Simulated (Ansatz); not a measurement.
# KCl: the cost of one run

Method: plane waves, PAW, in Ansatz 0.2.0.

## (1) The system as given

The structure is cubic, space group F-43m (No. 216). The conventional cell has a = 7.015 Å, b = 7.015 Å, c = 7.015 Å, α = 90.00°, β = 90.00°, γ = 90.00°. Around K (site symmetry -43m) lie 4 Cl at 3.04 Å. Around Cl (site symmetry -43m) lie 4 K at 3.04 Å.

Coordinates:

```
K Cl
1.0
     0.00000    3.50728    3.50728
     3.50728    0.00000    3.50728
     3.50728    3.50728    0.00000
K Cl
1 1
Direct
  0.00000 0.00000 0.00000
  0.25000 0.25000 0.25000
```

Cell and atoms come from an earlier r2SCAN relaxation.

## (2) PBE, anion s p, 4×4×4

File input.yaml:

```yaml
crystal:
  lattice:
    - [0.0, 3.5072828324, 3.5072828324]
    - [3.5072828324, 0.0, 3.5072828324]
    - [3.5072828324, 3.5072828324, 0.0]
  atoms:
    - { symbol: K, position: [0.0, 0.0, 0.0] }
    - { symbol: Cl, position: [0.25, 0.25, 0.25] }
kpoints:
  mp_grid: { grid: [6, 6, 6] }
  band_path:
    path:
      - [[0.0, 0.0, 0.0], [-0.5, -0.5, 3.098640231063e-17], [-0.375, -0.375, 0.25]]
      - [[-0.375, 3.184232741478e-17, 0.375], [0.0, 0.0, 0.0], [-1.687001275639e-16, 7.997354739595e-18, 0.5], [-0.5, -0.25, 0.25], [-0.5, -0.5, 3.098640231063e-17]]
    npoints: 10
hamiltonian:
  xc: pbe
scf:
  occupations: { method: fixed }
  n_extra_bands: 6
output:
  forces: false
  stress: false
  eigenvalues: true
  wannier:
    kmesh: [4, 4, 4]
    projections: [{ species: Cl, l: s, shell: 3 }, { species: Cl, l: p, shell: 3 }]
    minimise: true
    write_hr: true
    conv_tol: 1.0e-08
    max_iter: 3000
```

The run is started by

```bash
> ansatz run input.yaml --threads 4 --pin off --max-ram 3686MiB --backend cpu --events-out ev --progress --plain --runs-dir out
```

What time and memory should one allow on 4 threads of Intel Xeon Platinum 8259CL at 2.50GHz (Skylake/Cascade Lake), shared host?

About 1.4 s, with a peak of 0.36 GiB.
